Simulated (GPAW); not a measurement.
# BN (P6_3/mmc) in GPAW: further runs

One crystal, BN, is run at these levels: TB-mBJ, PBE; tasks: single point, equation of state.

Program: GPAW 26.7.0. These are calculated values, not measurements. Logs are shortened: lines on timing, memory, paths and dates and some standing lists are left out, and cuts for length are marked. The log counts tension as positive stress, the text compression.

### Step 1. The structure

It takes space group P6_3/mmc (No. 194, hexagonal). The conventional cell has a = 2.498 Å, b = 2.498 Å, c = 6.636 Å, α = 90.00°, β = 90.00°, γ = 120.00°. N (site symmetry -6m2) has 3 B at 1.44 Å as nearest neighbours. B (site symmetry -6m2) has 3 N at 1.44 Å as nearest neighbours.

### Step 2. Single point, TB-mBJ

The input, run.py:

```python
from ase.dft.bandgap import bandgap
from ase.io import read, write
from gpaw import GPAW, PW

atoms = read('BN.xyz')

calc = GPAW(mode=PW(800),
            xc='TB09',
            kpts={'size': (9, 9, 3), 'gamma': True},
            occupations={'name': 'fermi-dirac', 'width': 0.05},
            nbands=18,
            convergence={'density': 1e-05, 'energy': 1e-05},
            eigensolver='cg',
            maxiter=150,
            txt='gpaw.txt')
atoms.calc = calc
energy = atoms.get_potential_energy()
calc.write('gs.gpw')
write('result.traj', atoms)
print('Fermi level:', round(calc.get_fermi_level(), 4), 'eV')
print(f'Gap: {bandgap(calc)[0]:.4f} eV, direct: {bandgap(calc, direct=True)[0]:.4f} eV')
```

The input, BN.xyz:

```xyz
4
Lattice="2.4982400000 0.0000000000 0.0000000000 -1.2491200000 2.1635393048 0.0000000000 0.0000000000 0.0000000000 6.6357000000" Properties=species:S:1:pos:R:3 pbc="T T T"
N      1.2491200001      0.7211797682      1.6589250000
N     -0.0000000001      1.4423595366      4.9767750000
B      1.2491200001      0.7211797682      4.9767750000
B     -0.0000000001      1.4423595366      1.6589250000
```

Potentials or basis: GPAW PAW data sets for LDA (gpaw-data 1.2.1), pw.

Run with:

```
$ OMP_NUM_THREADS=1 python run.py
```

gpaw.txt:

```text
___ ___ ___ _ _ _
 |   |   |_  | | | |
 | | | | | . | | | |
 |__ |  _|___|_____|  26.7.0
 |___|_|

Input parameters:
  convergence: {density: 1e-05,
                energy: 1e-05}
  eigensolver: cg
  kpts: {gamma: True,
         size: (9, 9, 3)}
  maxiter: 150
  mode: {ecut: 800.0,
         name: pw}
  nbands: 18
  occupations: {name: fermi-dirac,
                width: 0.05}
  xc: TB09

System changes: positions, numbers, cell, pbc, initial_charges, initial_magmoms

Initialize ...

species:
  N:
    name:    Nitrogen
    Z:       7.0
    valence: 5
    core:    2
    charge:  0.0  # [|e|]
    compensation charges:
      type: gauss
      rc: 0.18  # [Å]
      lmax: 2
    cutoffs:
      filter: 1.11  # [Å]
      core: 0.96  # [Å]
    projectors
    | kind |    occ | energy [eV] | rcut [Å] |
    |------|--------|-------------|----------|
    |   2s |  2.000 |     -18.420 |    0.603 |
    |   2p |  3.000 |      -7.237 |    0.529 |
    |    s |        |       8.791 |    0.603 |
    |    p |        |      19.974 |    0.529 |
    |    d |        |       0.000 |    0.577 |

    Using partial waves for N as LCAO basis

  B:
    name:    Boron
    Z:       5.0
    valence: 3
    core:    2
    charge:  0.0  # [|e|]
    compensation charges:
      type: gauss
      rc: 0.20  # [Å]
      lmax: 2
    cutoffs:
      filter: 1.14  # [Å]
      core: 1.42  # [Å]
    projectors
    | kind |    occ | energy [eV] | rcut [Å] |
    |------|--------|-------------|----------|
    |   2s |  2.000 |      -9.383 |    0.635 |
    |   2p |  1.000 |      -3.714 |    0.635 |
    |    s |        |      17.828 |    0.635 |
    |    p |        |      23.498 |    0.635 |
    |    d |        |       0.000 |    0.635 |

    Using partial waves for B as LCAO basis

Reference energy: -4266.977455  # eV

Spin-paired calculation

Convergence criteria:
 Maximum [total energy] change in last 3 cyles: 1e-05 eV / valence electron
 Maximum integral of absolute [dens]ity change: 1e-05 electrons / valence electron
 Maximum integral of absolute [eigenst]ate change: 4e-08 eV^2 / valence electron
 Maximum number of scf [iter]ations: 150
 (Square brackets indicate name in SCF output, whereas a 'c' in
 the SCF output indicates the quantity has converged.)

Symmetries present (total): 12

  ( 1  1  0)  ( 1  1  0)  ( 1  0  0)  ( 1  0  0)  ( 0  1  0)  ( 0  1  0)
  ( 0 -1  0)  (-1  0  0)  ( 0  1  0)  (-1 -1  0)  ( 1  0  0)  (-1 -1  0)
  ( 0  0  1)  ( 0  0 -1)  ( 0  0  1)  ( 0  0 -1)  ( 0  0 -1)  ( 0  0  1)

  ( 0 -1  0)  ( 0 -1  0)  (-1  0  0)  (-1  0  0)  (-1 -1  0)  (-1 -1  0)
  ( 1  1  0)  (-1  0  0)  ( 1  1  0)  ( 0 -1  0)  ( 1  0  0)  ( 0  1  0)
  ( 0  0 -1)  ( 0  0  1)  ( 0  0  1)  ( 0  0 -1)  ( 0  0  1)  ( 0  0 -1)

243 k-points: 9 x 9 x 3 Monkhorst-Pack grid
31 k-points in the irreducible part of the Brillouin zone
       k-points in crystal coordinates                weights
   0:     0.00000000    0.00000000    0.00000000          1/243
   1:     0.00000000    0.00000000    0.33333333          2/243
   2:     0.11111111    0.00000000   -0.33333333          6/243
   3:     0.11111111    0.00000000    0.00000000          6/243
   4:     0.11111111    0.00000000    0.33333333          6/243
   5:     0.22222222   -0.11111111    0.00000000          6/243
   6:     0.22222222   -0.11111111    0.33333333         12/243
   7:     0.22222222    0.00000000   -0.33333333          6/243
   8:     0.22222222    0.00000000    0.00000000          6/243
   9:     0.22222222    0.00000000    0.33333333          6/243
          ...
  30:     0.44444444    0.44444444    0.33333333         12/243

Wave functions: Plane wave expansion
  Cutoff energy: 800.000 eV
  Number of coefficients (min, max): 1812, 1856
  Pulay-stress correction: 0.000000 eV/Ang^3 (de/decut=0.000000)
  Using FFTW library
  ScaLapack parameters: grid=1x1, blocksize=None
  Wavefunction extrapolation:
    Improved wavefunction reuse through dual PAW basis

Occupation numbers: Fermi-Dirac:
  width: 0.0500  # eV

Eigensolver
   CG(niter=4, rtol=3.0e-01)

Densities:
  Coarse grid: 18*18*45 grid
  Fine grid: 36*36*90 grid
  Total Charge: 0.000000

Density mixing:
  Method: separate
  Backend: msr1
  Linear mixing parameter: 0.05
  old densities: 10
  Width of damping distribution: 1.1
  Damping of long wavelength oscillations: 20

Hamiltonian:
  XC and Coulomb potentials evaluated on a 36*36*90 grid
  Using the TB09 Exchange-Correlation functional
  External potential:
    NoExternalPotential

XC parameters: TB09 with 2 nearest neighbor stencil

Number of atoms: 4
Number of atomic orbitals: 16
Number of bands in calculation: 18
Number of valence electrons: 16
Bands to converge: occupied

... initialized

Initializing position-dependent things.

Density initialized from atomic densities
Creating initial wave functions:
  16 bands from LCAO basis set
  2 bands from random numbers

        N B

        B N

Atomic positions and initial magnetic moments

Positions:
   0 N      1.249120    0.721180    1.658925    ( 0.0000,  0.0000,  0.0000)
   1 N     -0.000000    1.442360    4.976775    ( 0.0000,  0.0000,  0.0000)
   2 B      1.249120    0.721180    4.976775    ( 0.0000,  0.0000,  0.0000)
   3 B     -0.000000    1.442360    1.658925    ( 0.0000,  0.0000,  0.0000)

Unit cell:
           periodic     x           y           z      points  spacing
  1. axis:    yes    2.498240    0.000000    0.000000    18     0.1202
  2. axis:    yes   -1.249120    2.163539    0.000000    18     0.1202
  3. axis:    yes    0.000000    0.000000    6.635700    45     0.1475

  Lengths:   2.498240   2.498240   6.635700
  Angles:   90.000000  90.000000 120.000000

Effective grid spacing dv^(1/3) = 0.1350

iter:   1   509.641031
iter:   2   517.329115   +1.33  -0.57
iter:   3   514.533757   +0.47  -0.87
iter:   4   519.058893   -0.17  -0.73
iter:   5   521.901478   -0.27  -0.94
iter:   6   527.080136   -0.26  -1.07
iter:   7   527.864258   -0.64  -1.42
iter:   8   531.474742   -0.73  -1.46
iter:   9   528.938908   -0.49  -1.52
iter:  10   529.289219   -0.91  -1.76
iter:  11   529.062825   -1.71  -2.04
[... 19 lines left out ...]
iter:  31   529.449537   -4.59  -3.87
iter:  32   529.430481   -4.93  -3.88
iter:  33   529.431783   -5.48  -4.04
iter:  34   529.426197   -6.14  -4.58
iter:  35   529.433031   -6.05  -4.51
iter:  36   529.425546   -6.01  -4.44
iter:  37   529.431489   -6.08  -4.36
iter:  38   529.428624   -6.26  -4.68
iter:  39   529.429548   -6.69  -4.60
iter:  40   529.430218   -7.11  -4.95
iter:  41   529.430875   -7.59c -4.87
iter:  42   529.430961   -7.95c -5.10c
iter:  43   529.431486   -8.28c -5.02c
iter:  44   529.431978   -7.94c -5.37c
iter:  45   529.431946   -8.40c -5.55c
iter:  46   529.432012c  -9.22c -5.57c

Converged after 46 iterations.

Dipole moment: (-0.000000, -0.000000, 0.000000) |e|*Ang

Energy contributions relative to reference atoms: (reference = -4266.977455)

Kinetic:        +17.289527
Potential:      -13.837144
External:        +0.000000
XC:            +526.065681
Entropy (-ST):   -0.000000
Local:           -0.086052
SIC:             +0.000000
--------------------------
Free energy:   +529.432012
Extrapolated:  +529.432012

Showing only first 2 kpts
 Kpt  Band  Eigenvalues  Occupancy
  0     6      2.66255    2.00000
  0     7      2.66259    2.00000
  0     8     11.08901    0.00000
  0     9     16.41241    0.00000

  1     6      2.65436    2.00000
  1     7      2.65440    2.00000
  1     8     12.24305    0.00000
  1     9     14.71670    0.00000

Fermi level: 5.66907

Gap: 6.099 eV
Transition (v -> c):
  (s=0, k=17, n=7, [0.33, 0.33, 0.33]) -> (s=0, k=29, n=8, [0.44, 0.44, 0.00])
Direct/indirect transitions are different
Direct gap: 6.347 eV
Transition at: (s=0, k=29, n=7, [0.44, 0.44, 0.00])
Writing to gs.gpw (mode='')
```

Wall time 87 s (1 thread of Arm Neoverse V2, shared host); peak memory 0.22 GiB.

Results:

```yaml
Band_gap_on_the_k_mesh: 6.10 eV, indirect (least direct gap 6.35 eV)
```

Levels at points of the mesh, in eV from the valence-band top:
| k point | band 4 | band 5 | band 6 | band 7 | band 8 | band 9 | band 10 | band 11 | band 12 | band 13 |
| --- | --- | --- | --- | --- | --- | --- | --- | --- | --- | --- |
| (0.00, 0.00, 0.00) | -3.75 | -1.78 | -1.78 | -1.75 | -1.75 | 6.68 | 12.00 | 12.61 | 12.61 | 12.73 |

Caveat: a model potential gives levels but no total energy; the PAW data sets were made with another functional, which shifts forces and pressure a little; an odd mesh through Γ misses points on the zone boundary, where band edges often lie.

### Step 3. Equation of state, PBE

The input, run.py:

```python
from ase.eos import EquationOfState
from ase.io import Trajectory
from ase.spacegroup import crystal
from ase.units import GPa
from gpaw import GPAW, PW, setup_paths

setup_paths.insert(0, '.')

# N 2d
# B 2c
atoms = crystal(['N', 'B'],
                basis=[[0.6666666667, 0.3333333333, 0.25],
                       [0.6666666667, 0.3333333333, 0.75]],
                spacegroup=194, setting=1,  # P6_3/mmc
                cellpar=[2.49824, 2.49824, 6.6357, 90.0, 90.0, 120.0],
                primitive_cell=True)

traj = Trajectory('eos.traj', 'w')
volumes, energies = [], []
for x in [0.94, 0.96, 0.98, 1.0, 1.02, 1.04, 1.06]:
    a = atoms.copy()
    a.set_cell(atoms.cell * x**(1 / 3), scale_atoms=True)
    calc = GPAW(mode=PW(800),
                xc='PBE',
                kpts={'size': (9, 9, 3), 'gamma': True},
                occupations={'name': 'fermi-dirac', 'width': 0.05},
                nbands=18,
                convergence={'density': 1e-05, 'energy': 1e-05},
                maxiter=150,
                txt=f'eos-{x:.2f}.txt')
    a.calc = calc
    energies.append(a.get_potential_energy(force_consistent=True))
    volumes.append(a.get_volume())
    p = -a.get_stress()[:3].mean() / GPa
    calc.write(f'eos-{x:.2f}.gpw')
    traj.write(a)
    print(f'{x:.2f} {volumes[-1]:10.4f} A^3 {energies[-1]:14.6f} eV {p:9.3f} GPa', flush=True)

v0, e0, B = EquationOfState(volumes, energies, eos='birchmurnaghan').fit()
print(f'V0 = {v0:.4f} A^3, E0 = {e0:.6f} eV, B0 = {B / GPa:.2f} GPa')
```

Potentials or basis: PAW data sets generated in the run's folder for this functional, pw.

Run with:

```
$ gpaw-setup -f PBE B N
$ OMP_NUM_THREADS=1 python run.py
```

Run time: 2 min. Hardware: 1 thread of Arm Neoverse V2, shared host; peak memory 0.3 GiB.

Results (log left out):

- Equilibrium volume: 9.16 Å³/atom
- Bulk modulus at fixed shape and positions: 236 GPa
- Pressure derivative of the bulk modulus: 3.7

Energy against volume, from the lowest point:
| volume (Å³/atom) | energy (meV/atom) |
| --- | --- |
| 8.429 | 49.34 |
| 8.608 | 27.24 |
| 8.787 | 12.05 |
| 8.967 | 3.20 |
| 9.146 | 0.00 |
| 9.325 | 2.04 |
| 9.505 | 8.89 |

Caveat: the cell was scaled at fixed shape and fractional positions, which overstates the stiffness of a crystal with free parameters, most of all of layers and chains; this functional lacks dispersion, which binds the layers, so the pressure and a relaxed spacing across them are unreliable.
